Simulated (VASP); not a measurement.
**CdS (Greenockite): band structure with PBEsol**

**Measured values to compare with.**

“Isotope dependence of band-gap energy”, 2008, arxiv:0807.2152 quotes, for a bulk crystal of CdS: band gap 2.5809 ± 0.0002 eV.

Crystal: CdS (Greenockite).

```xyz
4
Lattice="4.1500 0.0000 0.0000 -2.0750 3.5940 0.0000 0.0000 0.0000 6.7370" Properties=species:S:1:pos:R:3 pbc="T T T"
Cd    2.0750    1.1980    3.3685
Cd    0.0000    2.3960    0.0000
S     2.0750    1.1980    5.8949
S     0.0000    2.3960    2.5264
```

- Program: VASP 6.6.1
- Task: band structure
- Functional: PBEsol
- Potentials or basis: VASP PAW PBE potentials, release 64 (Cd, S)
- Cutoff: 520 eV
- k mesh: 7 × 7 × 4
- Occupations: fermi-dirac, width 0.05 eV
- Spin: no spin polarisation
- Further INCAR settings: ALGO = Normal; EDIFF = 1e-06; NBANDS = 26

The band gap on the k mesh is 1.06 eV, direct. The band gap along the path is 1.06 eV, direct.

Levels at the corners of the path, in eV from the valence-band top:
```
point  band 16  band 17  band 18  band 19  band 20  band 21
    Γ    -0.04     0.00     0.00     1.06     2.67     6.37
    M    -1.88    -1.32    -0.74     3.61     3.76     4.99
    M    -1.88    -1.32    -0.74     3.61     3.76     4.99
    K    -1.87    -1.87    -1.63     4.51     5.02     5.02
    K    -1.87    -1.87    -1.63     4.51     5.02     5.02
    Γ    -0.04     0.00     0.00     1.06     2.67     6.37
    Γ    -0.04     0.00     0.00     1.06     2.67     6.37
    A    -0.40    -0.40    -0.40     2.73     2.73     6.07
    A    -0.40    -0.40    -0.40     2.73     2.73     6.07
    L    -1.34    -1.33    -1.33     3.35     3.35     5.28
    L    -1.34    -1.33    -1.33     3.35     3.35     5.28
    H    -2.43    -1.12    -1.12     4.28     4.28     5.97
    H    -2.43    -1.12    -1.12     4.28     4.28     5.97
    A    -0.40    -0.40    -0.40     2.73     2.73     6.07
    L    -1.34    -1.33    -1.33     3.35     3.35     5.28
    M    -1.88    -1.32    -0.74     3.61     3.76     4.99
    K    -1.87    -1.87    -1.63     4.51     5.02     5.02
    H    -2.43    -1.12    -1.12     4.28     4.28     5.97
```

Run time: 72 s on 1 thread of Intel(R) Xeon(R) 6975P-C (Granite Rapids), with other jobs on the host, peak memory 0.33 GiB.

A measured gap of CdS is 2.5809 eV (quoted in “Isotope dependence of band-gap energy”, 2008, arxiv:0807.2152); the calculated 1.06 eV misses it by -1.52 eV. So large a miss can be the level of theory's own, or it may mean another phase, state or a wrong row. Spin-orbit coupling on Cd is left out. The value is that of PBEsol, without temperature or zero-point motion. Semilocal functionals fall short of measured gaps as a rule.

Caveat: the log is that of the step along the path at fixed density, whose energy, stress, charges and moments have no meaning.
